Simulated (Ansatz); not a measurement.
Data:

GeO2:
```yaml
crystal:
  lattice:
    - [4.37929, 0.00000, 0.00000]
    - [0.00000, 4.37929, 0.00000]
    - [0.00000, 0.00000, 2.86451]
  atoms:
    - { symbol: Ge, position: [0.00000, 0.00000, 0.00000] }
    - { symbol: Ge, position: [0.50000, 0.50000, 0.50000] }
    - { symbol: O, position: [0.30582, 0.30582, 0.00000] }
    - { symbol: O, position: [0.19418, 0.80582, 0.50000] }
    - { symbol: O, position: [0.69418, 0.69418, 0.00000] }
    - { symbol: O, position: [0.80582, 0.19418, 0.50000] }
```

This is the LDA-relaxed structure.

**Question.** All from LDA (plane waves, PAW; program Ansatz), unless another level is named. Give the band gap.

**Answer.** 1.91 eV (direct).

**Question.** What about the valence-band maximum?

**Answer.** at Γ.

**Question.** What about the weight of the conduction-edge state by species (Voronoi cells)?

**Answer.** Ge 51 %, O 49 %.

Space group P4_2/mnm (rutile). The LDA relaxation kept the symmetry of its start; phonons on a q-mesh show no instability. Spin–orbit coupling is left out wherever it is not named.

Potentials: the later of the program's two PAW sets.
